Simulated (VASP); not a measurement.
# CsSnBr3 (Pm-3m) in VASP: electric field gradients with PBE

Aim: the electric field gradients of CsSnBr3 with PBE.

Program: VASP 6.6.1. These are calculated values, not measurements. Logs are shortened: lines on timing, memory, paths and dates and some standing lists are left out, and cuts for length are marked.

**Measured values to compare with.**

From “Influence of hidden halogen mobility on local structure of CsSn(Cl1−xBrx)3 mixed-halide perovskites by solid-state NMR”, 2020, pmc:8179406, for a powder of CsSnBr3 at 300 K: band gap 1.79 eV (optical).

The runs below are set against these values where they give the same quantity.

### 1 Starting point

It takes space group Pm-3m (No. 221, cubic). Conventional cell: a = 5.897 Å, b = 5.897 Å, c = 5.897 Å, α = 90.00°, β = 90.00°, γ = 90.00°. Around Cs (site symmetry m-3m) lie 12 Br at 4.17 Å. Around Sn (site symmetry m-3m) lie 6 Br at 2.95 Å. Br (site symmetry 4/mmm) has 2 Sn at 2.95 Å as nearest neighbours.

The cell is a database's computed one.

### 2 Electric field gradients, PBE

Contents of INCAR:

```
SYSTEM = CsSnBr3
PREC     = Accurate       ! precision mode
ENCUT    = 520            ! plane-wave cutoff, eV
EDIFF    = 1E-8           ! SCF threshold, eV
ISMEAR   = 0              ! smearing method
SIGMA    = 0.05           ! smearing width, eV
LREAL    = .False.        ! projectors in reciprocal space
LASPH    = .True.         ! aspherical terms in the spheres
NELM     = 100            ! most SCF steps
ALGO     = Fast           ! electronic algorithm
ISIF     = 2              ! what is computed and relaxed
LWAVE    = .False.        ! write WAVECAR
LCHARG   = .False.        ! write CHGCAR
GGA      = PE             ! functional
LEFG     = .True.       
NBANDS   = 30             ! bands
```

Contents of KPOINTS:

```
Automatic mesh
0
Gamma
  6 6 6
  0 0 0
```

Contents of POSCAR:

```
CsSnBr3
1.0
    5.8965303405      0.0000000000      0.0000000000
    0.0000000000      5.8965303405      0.0000000000
    0.0000000000      0.0000000000      5.8965303405
Cs Sn Br
1 1 3
Direct
    0.0000000000      0.0000000000      0.0000000000
    0.5000000000      0.5000000000      0.5000000000
    0.5000000000      0.0000000000      0.5000000000
    0.5000000000      0.5000000000      0.0000000000
    0.0000000000      0.5000000000      0.5000000000
```

Potentials or basis: VASP PAW PBE potentials, release 64 (Cs_sv, Sn_d, Br).

The run is started by

```bash
cat potpaw_PBE.64/Cs_sv/POTCAR potpaw_PBE.64/Sn_d/POTCAR potpaw_PBE.64/Br/POTCAR > POTCAR
mpirun -np 1 vasp_std > vasp.out
```

OUTCAR:

```text
SYSTEM = CsSnBr3
   PREC = Accurate
   ENCUT = 520
   EDIFF = 1E-8
   ISMEAR = 0
   LREAL = .False.
   LASPH = .True.
   NELM = 100
   ISIF = 2
   GGA = PE

 ion  position               nearest neighbor table
   1  0.000  0.000  0.000-
   2  0.500  0.500  0.500-   3 2.95   4 2.95   5 2.95   4 2.95   3 2.95   5 2.95
   3  0.500  0.000  0.500-   2 2.95   2 2.95
   4  0.500  0.500  0.000-   2 2.95   2 2.95
   5  0.000  0.500  0.500-   2 2.95   2 2.95

  LATTYP: Found a simple cubic cell.
 ALAT       =     5.8965303405

  Lattice vectors:

 A1 = (   5.8965303405,   0.0000000000,   0.0000000000)
 A2 = (   0.0000000000,   5.8965303405,   0.0000000000)
 A3 = (   0.0000000000,   0.0000000000,   5.8965303405)

Analysis of symmetry for initial positions (statically):
=====================================================================
 Subroutine PRICEL returns:
 Original cell was already a primitive cell.

 Routine SETGRP: Setting up the symmetry group for a
 simple cubic supercell.

 Subroutine GETGRP returns: Found 48 space group operations
 (whereof 48 operations were pure point group operations)
 out of a pool of 48 trial point group operations.

The static configuration has the point symmetry O_h .

Analysis of symmetry for dynamics (positions and initial velocities):
=====================================================================
 Subroutine PRICEL returns:
 Original cell was already a primitive cell.

 Routine SETGRP: Setting up the symmetry group for a
 simple cubic supercell.

 Subroutine GETGRP returns: Found 48 space group operations
 (whereof 48 operations were pure point group operations)
 out of a pool of 48 trial point group operations.

The dynamic configuration has the point symmetry O_h .

 Subroutine INISYM returns: Found 48 space group operations
 (whereof 48 operations are pure point group operations),
 and found     1 'primitive' translations

----------------------------------------------------------------------------------------

                                     Primitive cell

  volume of cell :     205.0169

  direct lattice vectors                    reciprocal lattice vectors
     5.896530341  0.000000000  0.000000000     0.169591258  0.000000000  0.000000000
     0.000000000  5.896530341  0.000000000     0.000000000  0.169591258  0.000000000
     0.000000000  0.000000000  5.896530341     0.000000000  0.000000000  0.169591258

  length of vectors
     5.896530341  5.896530341  5.896530341     0.169591258  0.169591258  0.169591258

  position of ions in fractional coordinates (direct lattice)
     0.000000000  0.000000000  0.000000000
     0.500000000  0.500000000  0.500000000
     0.500000000  0.000000000  0.500000000
     0.500000000  0.500000000  0.000000000
     0.000000000  0.500000000  0.500000000

  ion indices of the primitive-cell ions
   primitive index   ion index
                 1           1
                 2           2
                 3           3
                 4           4
                 5           5

----------------------------------------------------------------------------------------

 KPOINTS: Automatic mesh

Automatic generation of k-mesh.
 Grid dimensions read from file:
 generate k-points for:    6    6    6

 Generating k-lattice:

  Cartesian coordinates                     Fractional coordinates (reciprocal lattice)
     0.028265210  0.000000000  0.000000000     0.166666667  0.000000000  0.000000000
     0.000000000  0.028265210  0.000000000     0.000000000  0.166666667  0.000000000
     0.000000000  0.000000000  0.028265210     0.000000000  0.000000000  0.166666667

  Length of vectors
     0.028265210  0.028265210  0.028265210

  Shift w.r.t. Gamma in fractional coordinates (k-lattice)
[... 38 lines left out ...]
   PREC   = accura    normal or accurate (medium, high low for compatibility)
   ISTART =      0    job   : 0-new  1-cont  2-samecut
   ICHARG =      2    charge: 1-file 2-atom 10-const
   ISPIN  =      1    spin polarized calculation?
   LNONCOLLINEAR =      F non collinear calculations
   LSORBIT =      F    spin-orbit coupling
   LASPH  =      T    aspherical Exc in radial PAW
   ENCUT  =  520.0 eV  38.22 Ry    6.18 a.u.  10.96 10.96 10.96*2*pi/ulx,y,z
   NELM   =    100;   NELMIN=  2; NELMDL= -5     # of ELM steps
   EDIFF  = 0.1E-07   stopping-criterion for ELM
   LREAL  =      F    real-space projection
   EDIFFG = 0.1E-06   stopping-criterion for IOM
   NSW    =      0    number of steps for IOM
   IBRION =     -1    ionic relax: 0-MD 1-quasi-New 2-CG
   NFREE  =      0    steps in history (QN), initial steepest desc. (CG)
   ISIF   =      2    stress and relaxation
   ISYM   =      2    0-nonsym 1-usesym 2-fastsym
   POTIM  = 0.5000    time-step for ionic-motion
   TEBEG  =    0.0;   TEEND  =   0.0 temperature during run
   PSTRESS=    0.0 pullay stress
   NELECT =      44.0000    total number of electrons
   NUPDOWN=      -1.0000    fix difference up-down
   EMIN   =  10.00;   EMAX   =-10.00  energy-range for DOS
   EFERMI =   0.00;   METHOD = LEGACY
   ISMEAR =     0;   SIGMA  =   0.05  broadening in eV -4-tet -1-fermi 0-gaus
   EFERMI_NEDOS =   21; number of points for ismear=-14 and -15
   IALGO  =     68    algorithm
   IMIX   =      4    mixing-type and parameters
     AMIX     =   0.40;   BMIX     =  1.00
     AMIX_MAG =   1.60;   BMIX_MAG =  1.00
  volume/ion in A,a.u.               =      41.00       276.70
  Fermi-wavevector in a.u.,A,eV,Ry     =   0.980157  1.852229 13.071235  0.960709
  Thomas-Fermi vector in A             =   2.111066
   LORBIT       =      0    0 simple, 1 ext, 2 COOP (PROOUT), +10 PAW based schemes
   GGA     = PE    functional components
   LHFCALC =     F    Hartree Fock is set to
   AEXX    =    0.0000 exact exchange contribution
   IVDW    =     0    specifies the selected vdW correction
   LEPSILON=     F    determine dielectric tensor
   LRPA    =     F    only Hartree local field effects (RPA)
 non-spin polarized calculation
 RMM-DIIS sequential band-by-band and
 Gauss-broadening in eV      SIGMA  =   0.05
  energy-cutoff  :      520.00
  volume of cell :      205.02
 maximum number of plane-waves:      5566
 NGX is ok and might be reduce to    48
   NGX = 21   NGY = 21   NGZ = 21

 number of electron      43.9999993 magnetization

 Free energy of the ion-electron system (eV)
  ---------------------------------------------------
  ext. energy  EPLUGINS =         0.00000000
  ---------------------------------------------------
  free energy    TOTEN  =       -15.83557398 eV

  energy without entropy =      -15.83557398  energy(sigma->0) =      -15.83557398

 E-fermi :   1.9930     XC(G=0):  -7.5372

 val. band max:        1.7948877023   @ k =   0.5000   0.5000   0.5000
 cond. band min:       2.4464511769   @ k =   0.5000   0.5000   0.5000
 fundamental gap:      0.6515634746
 Fermi energy:         1.9929886767

 k-point     1 :       0.0000    0.0000    0.0000
  band No.  band energies     occupation
      1     -20.3089      2.00000
      2     -20.2834      2.00000
      3     -20.2834      2.00000
      4     -20.2619      2.00000
      5     -20.2619      2.00000
      6     -20.2619      2.00000
[... 649 lines left out ...]
     29       6.3139      0.00000
     30       7.5448      0.00000

------------------------ aborting loop because EDIFF is reached ----------------------------------------

  FORCE on cell =-STRESS in cart. coord.  units (eV):
  Direction    XX          YY          ZZ          XY          YZ          ZX
  --------------------------------------------------------------------------------------
  -------------------------------------------------------------------------------------
  Total       -0.0000508     -0.0000508     -0.0000508      0.0000000      0.0000000     -0.0000000
  in kB       -0.0003974     -0.0003974     -0.0003974      0.0000000      0.0000000     -0.0000000
  external PRESSURE =      -0.0003974 kB  Pullay stress =       0.0000000 kB

 VOLUME and BASIS-vectors are now :
 -----------------------------------------------------------------------------
  energy-cutoff  :      520.00
  volume of cell :      205.02
      direct lattice vectors                 reciprocal lattice vectors
     5.896530341  0.000000000  0.000000000     0.169591258  0.000000000  0.000000000
     0.000000000  5.896530341  0.000000000     0.000000000  0.169591258  0.000000000
     0.000000000  0.000000000  5.896530341     0.000000000  0.000000000  0.169591258

 POSITION                                       TOTAL-FORCE (eV/Angst)
 -----------------------------------------------------------------------------------
      0.00000      0.00000      0.00000         0.000000      0.000000      0.000000
      2.94827      2.94827      2.94827         0.000000      0.000000      0.000000
      2.94827      0.00000      2.94827         0.000000      0.000000      0.000000
      2.94827      2.94827      0.00000         0.000000      0.000000      0.000000
      0.00000      2.94827      2.94827         0.000000      0.000000      0.000000
 -----------------------------------------------------------------------------------
    total drift:                                0.000000     -0.000000     -0.000000

  FREE ENERGIE OF THE ION-ELECTRON SYSTEM (eV)
  ---------------------------------------------------
  free  energy   TOTEN  =       -15.8355739780 eV

  energy  without entropy=      -15.8355739780  energy(sigma->0) =      -15.83557398

 Electric field gradients (V/A^2)
---------------------------------------------------------------------
 ion       V_xx      V_yy      V_zz      V_xy      V_xz      V_yz
---------------------------------------------------------------------
   1      -0.000    -0.000     0.000     0.000     0.000    -0.000
   2       0.000     0.000    -0.000    -0.000     0.000    -0.000
   3    -117.049   234.098  -117.049    -0.000     0.000    -0.000
   4    -117.049  -117.049   234.098     0.000     0.000    -0.000
   5     234.098  -117.049  -117.049     0.000    -0.000    -0.000
---------------------------------------------------------------------

 Electric field gradients after diagonalization (V/A^2)
 (convention: |V_zz| > |V_xx| > |V_yy|)
----------------------------------------------------------------------
 ion       V_xx      V_yy      V_zz     asymmetry (V_yy - V_xx)/ V_zz
----------------------------------------------------------------------
   1      -0.000    -0.000     0.000       0.012
   2       0.000     0.000    -0.000       0.162
   3    -117.049  -117.049   234.098       0.000
   4    -117.049  -117.049   234.098       0.000
   5    -117.049  -117.049   234.098       0.000
----------------------------------------------------------------------

           NMR quadrupolar parameters

 Cq : quadrupolar parameter    Cq=e*Q*V_zz/h
 eta: asymmetry parameters     (V_yy - V_xx)/ V_zz
 Q  : nuclear electric quadrupole moment in mb (millibarn)
----------------------------------------------------------------------
 ion       Cq(MHz)       eta       Q (mb)
----------------------------------------------------------------------
   1       0.000       0.012       1.000
   2      -0.000       0.162       1.000
   3       0.566       0.000       1.000
   4       0.566       0.000       1.000
   5       0.566       0.000       1.000
----------------------------------------------------------------------
```

Wall time 98 s (1 thread of Intel Xeon 6975P-C (Granite Rapids), shared host); peak memory 0.4 GiB.

What came out:

```
Free energy            : -15.8356 eV
Pressure               : 0.0 GPa
Band gap on the k mesh : 0.65 eV, direct
```

Electric field gradients, principal values (V/Å²):
```tsv
atom	Vxx	Vyy	Vzz
1 Cs	0.000	0.000	0.000
2 Sn	0.000	0.000	0.000
3 Br	-117.049	-117.049	234.098
4 Br	-117.049	-117.049	234.098
5 Br	-117.049	-117.049	234.098
```

Caveat: spin-orbit coupling is left out, which moves the levels of the heavy elements.

### 3 Against experiment

Step 2. Against the measured gap of CsSnBr3, 1.79 eV (optical; 300 K; powder; “Influence of hidden halogen mobility on local structure of CsSn(Cl1−xBrx)3 mixed-halide perovskites by solid-state NMR”, 2020, pmc:8179406), the calculated 0.65 eV is off by -1.14 eV. So large a miss can be the level of theory's own, or it may mean another phase, state or a wrong row. Spin-orbit coupling on Br, Cs, Sn is left out. The value is that of PBE on a finite k mesh, which can miss the band edges, without temperature or zero-point motion. Semilocal functionals fall short of measured gaps as a rule. The cell is a database's relaxed one, not the measured one, which moves gaps too.
